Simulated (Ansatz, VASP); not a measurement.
**Two plane-wave programs on Au**

Contents of INCAR:

```
SYSTEM = Au
PREC = Accurate
ENCUT = 520
EDIFF = 1E-6
ISMEAR = -1
SIGMA = 0.1
LREAL = .FALSE.
LASPH = .TRUE.
NELM = 100
ALGO = Normal
ISIF = 2
LWAVE = .FALSE.
LCHARG = .FALSE.
GGA = B5
ALDAX = 1.0
AGGAX = 1.0
AGGAC = 1.0
ALDAC = 0.0
NBANDS = 12
```

The input KPOINTS:

```
regular mesh
0
G
  15 15 15
  0 0 0
```

Contents of POSCAR:

```
Au
1.0
   -1.6262667092      1.6262667092      1.6262667092
    1.6262667092     -1.6262667092      1.6262667092
    1.6262667092      1.6262667092     -1.6262667092
Au
1
Direct
    0.0000000000      0.0000000000      0.0000000000
```

Input for Ansatz:

```yaml
crystal:
  lattice:
    - [-1.6262667092, 1.6262667092, 1.6262667092]
    - [1.6262667092, -1.6262667092, 1.6262667092]
    - [1.6262667092, 1.6262667092, -1.6262667092]
  atoms:
    - { symbol: Au, position: [0.0, 0.0, 0.0] }
hamiltonian:
  xc: blyp
  pseudopotentials:
    kind: paw
    azcp:
      Au: "pseudopotentials/Au.paw.azcp"
basis:
  ecutwfc: 420
  fft_grid_basis: typed
kpoints:
  mp_grid: { grid: [15, 15, 15], shift: [0, 0, 0] }
magnetization:
  spin_polarized: false
scf:
  occupations: { method: fermi_dirac, width: 0.1 }
  lower_state_search: "off"
output:
  stress: true
```

Alike in both runs: task single point; functional BLYP; k mesh 15 × 15 × 15; occupations fermi-dirac, width 0.1 eV; no spin polarisation.

```csv
,VASP,Ansatz
version,VASP 6.6.1,Ansatz 0.2.0
potentials or method,"VASP PAW PBE potentials, release 64 (Au)","plane waves (420 eV) with PAW, scalar-relativistic"
plane-wave cutoff (eV),520,420
valence electrons in the cell,11,19
```

```tsv
	VASP	Ansatz	Ansatz less VASP
pressure (GPa)	19.7	18.9	-0.82
```

The two sets of potentials don't hold the same shells in valence.

Caveats: so large a pressure means that the cell lies far from this level's equilibrium, or that cutoff or potentials fall short (VASP); the potentials were made for another functional, which shifts forces and pressure (VASP). The runs have no spin-orbit coupling, so splittings on Au are missing.
